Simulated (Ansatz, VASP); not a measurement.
TiTe2 in VASP and in Ansatz

File INCAR:

```
  ALGO = Normal
  EDIFF = 1E-6
  ENCUT = 520
  GGA = PS
  ISIF = 2
  ISMEAR = -1
  LASPH = T
  LCHARG = F
  LREAL = F
  LWAVE = F
  NBANDS = 19
  NELM = 100
  PREC = Accurate
  SIGMA = 0.05
```

KPOINTS

```
k-points
0
Gamma
  8 8 4
```

Contents of POSCAR:

```
TiTe2
1.0
    3.7770000000      0.0000000000      0.0000000000
   -1.8885000000      3.2709779501      0.0000000000
    0.0000000000      0.0000000000      6.4980000000
Te Ti
2 1
Direct
    0.3333333333      0.6666666667      0.7372000000
    0.6666666667      0.3333333333      0.2628000000
    0.0000000000      0.0000000000      0.0000000000
```

The input input.yaml:

```yaml
crystal:
  lattice:
    - [3.777, 0.0, 0.0]
    - [-1.8885, 3.2709779501, 0.0]
    - [0.0, 0.0, 6.498]
  atoms:
    - { symbol: Te, position: [0.3333333333, 0.6666666667, 0.7372] }
    - { symbol: Te, position: [0.6666666667, 0.3333333333, 0.2628] }
    - { symbol: Ti, position: [0.0, 0.0, 0.0] }
kpoints:
  mp_grid: { grid: [8, 8, 4] }
  band_path:
    path:
      - [0.0, 0.0, 0.0]
      - [0.5, 0.0, 0.0]
      - [0.3333333333, 0.3333333333, 0.0]
      - [0.0, 0.0, 0.0]
      - [0.0, 0.0, 0.5]
      - [0.5, 0.0, 0.5]
      - [0.3333333333, 0.3333333333, 0.5]
      - [0.0, 0.0, 0.5]
    npoints: 6
scf:
  occupations: { method: fermi_dirac, width: 0.05 }
hamiltonian:
  xc: pbesol
  pseudopotentials: { kind: all_electron, lapw: { basis_error: 0.002 } }
output:
  forces: true
  stress: true
  eigenvalues: true
```

Alike in both runs: functional PBEsol; k mesh 8 × 8 × 4; occupations fermi-dirac, width 0.05 eV; no spin polarisation.

|  | VASP | Ansatz |
| --- | --- | --- |
| version | VASP 6.6.1 | Ansatz 0.2.0 |
| potentials or method | VASP PAW PBE potentials, release 64 (Te, Ti_sv) | all-electron LAPW, scalar-relativistic |
| plane-wave cutoff (eV) | 520 | see its input |
| task | single point | band structure |

|  | VASP | Ansatz | Ansatz less VASP |
| --- | --- | --- | --- |
| gap on the k mesh at the Fermi level (eV) | none | none | - |
| pressure (GPa) | -2.2 | -2.3 | -0.04 |
| largest component of the traceless stress (GPa) | 0.40 | 0.39 | -0.010 |
| rms of the force components (eV/Å) | 0.052 | 0.061 | +0.0090 |

Atom by atom the forces differ by 0.009 eV/Å (rms over components). A gap of «none» marks a metal or a gap that the smearing closes. Ansatz ran all-electron here, so the differences hold the error of VASP's frozen core and of both bases.

Caveats: this functional lacks dispersion, which binds the layers, so the pressure and a relaxed spacing across them are unreliable; the PAW data sets were made with another functional, which shifts forces and pressure a little (VASP); spin-orbit coupling is left out, which moves the levels of the heavy elements (Ansatz). Spin-orbit coupling is left out, which matters for the levels of Te.
